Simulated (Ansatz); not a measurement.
# CdS: pressure up to the limit of the methods

One table from this session's results is given with a row withheld; the runs are named, their logs left out.

Computed with Ansatz 0.2.0 (DFT, r2SCAN, PAW with Ansatz's default frozen-core files, scalar-relativistic, unless a step's input says otherwise).

## The starting structure

It takes space group Fm-3m (No. 225, cubic). The conventional cell has a = 5.046 Å, b = 5.046 Å, c = 5.046 Å, α = 90.00°, β = 90.00°, γ = 90.00°. Cd (site symmetry m-3m) is surrounded by 6 S at 2.52 Å. S (site symmetry m-3m) has 6 Cd at 2.52 Å as nearest neighbours.

As a file:

```
CELL_PARAMETERS angstrom
0.00000 2.52285 2.52285
2.52285 0.00000 2.52285
2.52285 2.52285 0.00000
ATOMIC_POSITIONS crystal
Cd 0.00000 0.00000 0.00000
S 0.50000 0.50000 0.50000
```

Whether this phase is the stable one at these pressures isn't tested.

Atoms are numbered in the order of the input: Cd1, S2.

Set-up of the first run:

The input, input.yaml:

```yaml
crystal:
  lattice:
    - [0.0, 2.5228479314, 2.5228479314]
    - [2.5228479314, 0.0, 2.5228479314]
    - [2.5228479314, 2.5228479314, 0.0]
  atoms:
    - { symbol: Cd, position: [0.0, 0.0, 0.0] }
    - { symbol: S, position: [0.5, 0.5, 0.5] }
kpoints:
  mp_grid: { grid: [14, 14, 14] }
scf:
  occupations: { method: fermi_dirac, width: 0.05 }
hamiltonian:
  xc: r2scan
  pseudopotentials: { kind: paw }
output:
  forces: true
  stress: true
relax:
  f_tol: 0.005
  max_steps: 40
  cell: {}
```

The run is started by

```sh
$ ansatz run input.yaml --threads 1 --pin off --max-ram 2048MiB --backend cpu --events-out ev --progress --plain --runs-dir out
```

Steps of the session up to this table: Cell relaxed at zero pressure, PAW; More of the same log: cell relaxed at zero pressure; Volume scaled by 1, PAW; Volume scaled by 0.94, PAW; Volume scaled by 0.88, PAW; Volume scaled by 0.8, PAW; Volume scaled by 0.72, PAW; Volume scaled by 0.64, PAW; Volume scaled by 0.55, PAW; Volume scaled by 0.55, PAW (cutoff 1000 eV).

One table of the session follows, with a row left open; its other results are not shown here.

```
              method  volume over the first  volume (Å³/atom)  pressure (GPa)
                 PAW                      1            20.273            0.00
                 PAW                   0.94            19.057            5.88
                 PAW                   0.88            17.840           14.13
                 PAW                    0.8            16.219           30.66
                 PAW                   0.72                 ?               ?
                 PAW                   0.64            12.975          101.63
                 PAW                   0.55            11.150          191.32
PAW (cutoff 1000 eV)                   0.55            11.150          191.30
```

Estimate the missing values for PAW, 0.72.

**Answer.** volume (Å³/atom): 14.597; pressure (GPa): 57.33. In the column «volume (Å³/atom)» it lies between PAW, 0.64 (12.975) and PAW, 0.8 (16.219).
